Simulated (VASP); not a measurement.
# MgO (I4mm) in VASP: further runs

The runs below take MgO through single point, with PBEsol.

All numbers are computed with VASP 6.6.1; they aren't measurements. Logs are shortened: lines on timing, memory, paths and dates and some standing lists are left out, and cuts for length are marked.

**1. The cell of the first run**

The structure is tetragonal, space group I4mm (No. 107). The conventional cell has a = 3.020 Å, b = 3.020 Å, c = 4.270 Å, α = 90.00°, β = 90.00°, γ = 90.00°. Mg (site symmetry 4mm) is surrounded by 6 O at 2.05 to 2.23 Å. O (site symmetry 4mm) is surrounded by 6 Mg at 2.05 to 2.23 Å.

**2. Single point, PBEsol (one atom moved)**

Input file INCAR:

```
  PREC = Accurate
  ENCUT = 520
  EDIFF = 1E-7
  ISMEAR = 0
  SIGMA = 0.02
  LREAL = False
  LASPH = True
  NELM = 100
  ALGO = Normal
  ISIF = 2
  LWAVE = False
  LCHARG = False
  GGA = PS
  NBANDS = 11
```

Input file KPOINTS:

```
Automatic mesh
0
Gamma
  10 10 10
```

Input file POSCAR:

```
MgO
1.0
    0.0000000000      2.1351500000      2.1351500000
    2.1351500000      0.0000000000      2.1351500000
    2.1351500000      2.1351500000      0.0000000000
Mg O
1 1
Direct
    0.0000000000      0.0000000000      0.0000000000
    0.5210758026      0.5210758026      0.4789241974
```

Potentials or basis: VASP PAW PBE potentials, release 64 (Mg, O).

Launch:

```sh
cat potpaw_PBE.64/Mg/POTCAR potpaw_PBE.64/O/POTCAR > POTCAR
mpirun -np 1 vasp_std > vasp.out
```

OUTCAR:

```text
PREC = Accurate
   ENCUT = 520
   EDIFF = 1E-7
   ISMEAR = 0
   LREAL = False
   LASPH = True
   NELM = 100
   ISIF = 2
   GGA = PS

 ion  position               nearest neighbor table
   1  0.000  0.000  0.000-   2 2.05   2 2.14   2 2.14   2 2.14   2 2.14   2 2.23
   2  0.521  0.521  0.479-   1 2.05   1 2.14   1 2.14   1 2.14   1 2.14   1 2.23

  LATTYP: Found a face centered cubic cell.
 ALAT       =     4.2703000000

  Lattice vectors:

 A1 = (   0.0000000000,   2.1351500000,   2.1351500000)
 A2 = (   2.1351500000,   0.0000000000,   2.1351500000)
 A3 = (   2.1351500000,   2.1351500000,   0.0000000000)

Analysis of symmetry for initial positions (statically):
=====================================================================
 Subroutine PRICEL returns:
 Original cell was already a primitive cell.

 Routine SETGRP: Setting up the symmetry group for a
 face centered cubic supercell.

 Subroutine GETGRP returns: Found  8 space group operations
 (whereof  8 operations were pure point group operations)
 out of a pool of 48 trial point group operations.

The static configuration has the point symmetry C_4v.

Analysis of symmetry for dynamics (positions and initial velocities):
=====================================================================
 Subroutine PRICEL returns:
 Original cell was already a primitive cell.

 Routine SETGRP: Setting up the symmetry group for a
 face centered cubic supercell.

 Subroutine GETGRP returns: Found  8 space group operations
 (whereof  8 operations were pure point group operations)
 out of a pool of 48 trial point group operations.

The dynamic configuration has the point symmetry C_4v.

 Subroutine INISYM returns: Found  8 space group operations
 (whereof  8 operations are pure point group operations),
 and found     1 'primitive' translations

----------------------------------------------------------------------------------------

                                     Primitive cell

  volume of cell :      19.4677

  direct lattice vectors                    reciprocal lattice vectors
     0.000000000  2.135150000  2.135150000    -0.234175585  0.234175585  0.234175585
     2.135150000  0.000000000  2.135150000     0.234175585 -0.234175585  0.234175585
     2.135150000  2.135150000  0.000000000     0.234175585  0.234175585 -0.234175585

  length of vectors
     3.019558088  3.019558088  3.019558088     0.405604011  0.405604011  0.405604011

  position of ions in fractional coordinates (direct lattice)
     0.000000000  0.000000000  0.000000000
     0.521075803  0.521075803  0.478924197

  ion indices of the primitive-cell ions
   primitive index   ion index
                 1           1
                 2           2

----------------------------------------------------------------------------------------

 KPOINTS: Automatic mesh

Automatic generation of k-mesh.
 Grid dimensions read from file:
 generate k-points for:   10   10   10

 Generating k-lattice:

  Cartesian coordinates                     Fractional coordinates (reciprocal lattice)
    -0.023417558  0.023417558  0.023417558     0.100000000  0.000000000  0.000000000
     0.023417558 -0.023417558  0.023417558     0.000000000  0.100000000  0.000000000
     0.023417558  0.023417558 -0.023417558     0.000000000  0.000000000  0.100000000

  Length of vectors
     0.040560401  0.040560401  0.040560401

  Shift w.r.t. Gamma in fractional coordinates (k-lattice)
     0.000000000  0.000000000  0.000000000

 Subroutine IBZKPT returns following result:
 ===========================================

 Found    102 irreducible k-points:

 Following reciprocal coordinates:
            Coordinates               Weight
  0.000000  0.000000  0.000000      1.000000
  0.100000  0.000000  0.000000      8.000000
  0.200000  0.000000  0.000000      8.000000
  0.300000  0.000000  0.000000      8.000000
  0.400000  0.000000  0.000000      8.000000
  0.500000  0.000000  0.000000      4.000000
[... 16 lines left out ...]
 -0.100000  0.100000  0.000000      4.000000
  0.000000 -0.100000  0.100000      8.000000
 [... further k-points ...]
   k-points           NKPTS =    102   k-points in BZ     NKDIM =    102   number of bands    NBANDS=     11
   number of dos      NEDOS =    301   number of ions     NIONS =      2
   total plane-waves  NPLWV =  13824
   dimension x,y,z NGX =    24 NGY =   24 NGZ =   24
   dimension x,y,z NGXF=    48 NGYF=   48 NGZF=   48
   ions per type =               1   1
   NGX,Y,Z   is equivalent  to a cutoff of  13.21, 13.21, 13.21 a.u.
   NGXF,Y,Z  is equivalent  to a cutoff of  26.43, 26.43, 26.43 a.u.
 SYSTEM =  unknown system
   PREC   = accura    normal or accurate (medium, high low for compatibility)
   ISTART =      0    job   : 0-new  1-cont  2-samecut
   ICHARG =      2    charge: 1-file 2-atom 10-const
   ISPIN  =      1    spin polarized calculation?
   LNONCOLLINEAR =      F non collinear calculations
   LSORBIT =      F    spin-orbit coupling
   LASPH  =      T    aspherical Exc in radial PAW
   ENCUT  =  520.0 eV  38.22 Ry    6.18 a.u.   5.61  5.61  5.61*2*pi/ulx,y,z
   NELM   =    100;   NELMIN=  2; NELMDL= -5     # of ELM steps
   EDIFF  = 0.1E-06   stopping-criterion for ELM
   LREAL  =      F    real-space projection
   EDIFFG = 0.1E-05   stopping-criterion for IOM
   NSW    =      0    number of steps for IOM
   IBRION =     -1    ionic relax: 0-MD 1-quasi-New 2-CG
   NFREE  =      0    steps in history (QN), initial steepest desc. (CG)
   ISIF   =      2    stress and relaxation
   ISYM   =      2    0-nonsym 1-usesym 2-fastsym
   POTIM  = 0.5000    time-step for ionic-motion
   TEBEG  =    0.0;   TEEND  =   0.0 temperature during run
   PSTRESS=    0.0 pullay stress
   NELECT =       8.0000    total number of electrons
   NUPDOWN=      -1.0000    fix difference up-down
   EMIN   =  10.00;   EMAX   =-10.00  energy-range for DOS
   EFERMI =   0.00;   METHOD = LEGACY
   ISMEAR =     0;   SIGMA  =   0.02  broadening in eV -4-tet -1-fermi 0-gaus
   EFERMI_NEDOS =   21; number of points for ismear=-14 and -15
   IALGO  =     38    algorithm
   IMIX   =      4    mixing-type and parameters
     AMIX     =   0.40;   BMIX     =  1.00
     AMIX_MAG =   1.60;   BMIX_MAG =  1.00
  volume/ion in A,a.u.               =       9.73        65.69
  Fermi-wavevector in a.u.,A,eV,Ry     =   1.217119  2.300022 20.155386  1.481379
  Thomas-Fermi vector in A             =   2.352450
   LORBIT       =      0    0 simple, 1 ext, 2 COOP (PROOUT), +10 PAW based schemes
   GGA     = PS    functional components
   LHFCALC =     F    Hartree Fock is set to
   AEXX    =    0.0000 exact exchange contribution
   IVDW    =     0    specifies the selected vdW correction
   LEPSILON=     F    determine dielectric tensor
   LRPA    =     F    only Hartree local field effects (RPA)
 non-spin polarized calculation
 Gauss-broadening in eV      SIGMA  =   0.02
  energy-cutoff  :      520.00
  volume of cell :       19.47
 maximum number of plane-waves:       544
   NGX = 11   NGY = 11   NGZ = 11

 number of electron       8.0000002 magnetization

 Free energy of the ion-electron system (eV)
  ---------------------------------------------------
  ext. energy  EPLUGINS =         0.00000000
  ---------------------------------------------------
  free energy    TOTEN  =       -12.47843520 eV

  energy without entropy =      -12.47843520  energy(sigma->0) =      -12.47843520

 E-fermi :   2.8941     XC(G=0): -11.1097

 val. band max:        2.7581443725   @ k =   0.0000   0.0000   0.0000
 cond. band min:       7.0039597569   @ k =   0.0000   0.0000   0.0000
 fundamental gap:      4.2458153843
 Fermi energy:         2.8941487879

 k-point     1 :       0.0000    0.0000    0.0000
  band No.  band energies     occupation
      1     -14.2363      2.00000
      2       2.7467      2.00000
      3       2.7581      2.00000
      4       2.7581      2.00000
      5       7.0040      0.00000
      6      18.1812      0.00000
      7      18.1973      0.00000
      8      18.1973      0.00000
      9      21.8868      0.00000
     10      23.7450      0.00000
     11      23.7622      0.00000

 k-point     2 :       0.1000    0.0000    0.0000
  band No.  band energies     occupation
      1     -14.1363      2.00000
      2       2.0971      2.00000
      3       2.6904      2.00000
      4       2.6950      2.00000
      5       7.6427      0.00000
      6      16.9253      0.00000
      7      18.4139      0.00000
      8      18.4200      0.00000
      9      22.9564      0.00000
     10      22.9737      0.00000
     11      23.5123      0.00000

 k-point     3 :       0.2000    0.0000    0.0000
  band No.  band energies     occupation
      1     -13.8616      2.00000
      2       0.8037      2.00000
      3       2.5302      2.00000
      4       2.5349      2.00000
      5       8.8398      0.00000
      6      15.3973      0.00000
      7      18.8367      0.00000
      8      18.8468      0.00000
      9      22.2589      0.00000
     10      22.2945      0.00000
     11      24.2491      0.00000

 k-point     4 :       0.3000    0.0000    0.0000
  band No.  band energies     occupation
      1     -13.4919      2.00000
      2      -0.4709      2.00000
      3       2.3418      2.00000
      4       2.3465      2.00000
      5       9.7940      0.00000
      6      14.6483      0.00000
      7      18.8878      0.00000
      8      18.8890      0.00000
      9      22.7135      0.00000
     10      22.7321      0.00000
     11      23.6518      0.00000
[... 239 lines left out ...]
 k-point    22 :       0.0000   -0.2000    0.1000
  band No.  band energies     occupation
      1     -13.6736      2.00000
      2       0.2863      2.00000
      3       2.1208      2.00000
      4       2.4950      2.00000
      5       9.5827      0.00000
      6      14.8128      0.00000
      7      18.3026      0.00000
      8      19.4269      0.00000
      9      21.0553      0.00000
     10      23.1255      0.00000
     11      25.2474      0.00000

 k-point    23 :      -0.1000    0.1000    0.0000
  band No.  band energies     occupation
      1     -13.9787      2.00000
      2       1.3872      2.00000
      3       2.4345      2.00000
      4       2.6509      2.00000
      5       8.4459      0.00000
      6      15.8538      0.00000
      7      18.5090      0.00000
      8      18.8375      0.00000
      9      21.5907      0.00000
     10      23.0646      0.00000
     11      24.9660      0.00000

 k-point    24 :       0.0000   -0.1000    0.1000
  band No.  band energies     occupation
      1     -13.9787      2.00000
      2       1.3893      2.00000
      3       2.4370      2.00000
      4       2.6470      2.00000
      5       8.4398      0.00000
      6      15.8619      0.00000
      7      18.4989      0.00000
      8      18.8453      0.00000
      9      21.6361      0.00000
     10      23.0614      0.00000
     11      24.9035      0.00000

 [... further k-points ...]
[... 5 lines left out ...]
  --------------------------------------------------------------------------------------
  -------------------------------------------------------------------------------------
  Total       -0.7836056     -0.7836056     -0.4830560      0.0000000     -0.0000000      0.0000000
  in kB      -64.4900821    -64.4900821    -39.7551067      0.0000000     -0.0000000      0.0000000
  external PRESSURE =     -56.2450903 kB  Pullay stress =       0.0000000 kB

 VOLUME and BASIS-vectors are now :
 -----------------------------------------------------------------------------
  energy-cutoff  :      520.00
  volume of cell :       19.47
      direct lattice vectors                 reciprocal lattice vectors
     0.000000000  2.135150000  2.135150000    -0.234175585  0.234175585  0.234175585
     2.135150000  0.000000000  2.135150000     0.234175585 -0.234175585  0.234175585
     2.135150000  2.135150000  0.000000000     0.234175585  0.234175585 -0.234175585

 POSITION                                       TOTAL-FORCE (eV/Angst)
 -----------------------------------------------------------------------------------
      0.00000      0.00000      0.00000         0.000000      0.000000      0.421572
      2.13515      2.13515      2.22515         0.000000      0.000000     -0.421572
 -----------------------------------------------------------------------------------
    total drift:                               -0.000000     -0.000000     -0.000253

  FREE ENERGIE OF THE ION-ELECTRON SYSTEM (eV)
  ---------------------------------------------------
  free  energy   TOTEN  =       -12.4784352035 eV

  energy  without entropy=      -12.4784352035  energy(sigma->0) =      -12.47843520
```

Run time: 7 s. Hardware: 1 thread of Intel Xeon 6975P-C (Granite Rapids), shared host; peak memory 0.15 GiB.

What came out:

```
Free energy            : -12.4784 eV
Pressure               : -5.6 GPa
Largest force          : 0.422 eV/Å
Band gap on the k mesh : 4.25 eV, direct
```

Forces on the atoms (eV/Å):
```
Mg   0.000  0.000  0.422
O    0.000  0.000 -0.422
```

Caveat: the PAW data sets were made with another functional, which shifts forces and pressure a little.

**3. Single point, PBEsol (all atoms moved at random, cell strained at random)**

Input file INCAR:

```
ALGO     = Fast           # electronic algorithm
EDIFF    = 1E-6           # SCF threshold, eV
ENCUT    = 520            # plane-wave cutoff, eV
GGA      = PS             # functional
ISIF     = 2              # what is computed and relaxed
ISMEAR   = 0              # smearing method
LASPH    = T              # aspherical terms in the spheres
LCHARG   = F              # write CHGCAR
LREAL    = F              # projectors in reciprocal space
LWAVE    = F              # write WAVECAR
NBANDS   = 11             # bands
NELM     = 60             # most SCF steps
PREC     = Accurate       # precision mode
SIGMA    = 0.02           # smearing width, eV
```

Input file KPOINTS:

```
k-points
0
Gamma
  10 10 10
```

Input file POSCAR:

```
MgO
1.0
   -0.0008754115      2.2220506050      2.2172678690
    2.1952331210      0.0075370795      2.2088553780
    2.1965355625      2.2149405555      0.0062346380
Mg O
1 1
Direct
   -0.0399386460     -0.0136173103      0.0561108119
    0.5399386460      0.5136173103      0.4438891881
```

Potentials or basis: VASP PAW PBE potentials, release 64 (Mg, O).

Launch:

```sh
cat potpaw_PBE.64/Mg/POTCAR potpaw_PBE.64/O/POTCAR > POTCAR
mpirun -np 1 vasp_std > vasp.out
```

Run time: 31 s. Hardware: 1 thread of Intel Xeon 6975P-C (Granite Rapids), shared host; peak memory 0.24 GiB.

It converged, with:

- Free energy: -12.2157 eV
- Pressure: -11.3 GPa
- Largest force: 0.915 eV/Å
- Band gap on the k mesh: 3.35 eV, direct

Forces in eV/Å, atoms in the order of the input:
```
Mg  -0.514 -0.088  0.753
O    0.514  0.088 -0.753
```

Stress tensor (GPa, compression positive):
```
-10.32  -0.11   0.90
 -0.11 -16.82  -0.62
  0.90  -0.62  -6.70
```

Levels at points of the mesh, in eV from the valence-band top:
```
           k point  band 1  band 2  band 3  band 4  band 5  band 6  band 7  band 8
(0.00, 0.00, 0.00)  -16.58   -0.18   -0.09    0.00    3.35   14.84   15.05   15.36
(0.50, 0.00, 0.00)  -15.62   -4.10   -0.64   -0.46    6.98   10.66   14.81   15.08
(0.00, 0.50, 0.00)  -15.61   -4.09   -0.61   -0.45    6.85   10.66   14.56   15.18
(0.50, 0.50, 0.00)  -15.40   -3.57   -1.23   -1.17    8.09    8.85   11.59   16.77
(0.00, 0.00, 0.50)  -15.61   -4.06   -0.67   -0.58    7.04   10.83   14.74   14.88
(0.50, 0.00, 0.50)  -15.40   -3.60   -1.29   -1.16    8.13    8.99   11.55   16.73
(0.00, 0.50, 0.50)  -15.39   -3.56   -1.29   -1.18    8.12    8.82   11.66   16.66
(0.50, 0.50, 0.50)  -15.62   -4.12   -0.55   -0.44    6.88   10.59   14.71   15.21
```

Caveat: the PAW data sets were made with another functional, which shifts forces and pressure a little.
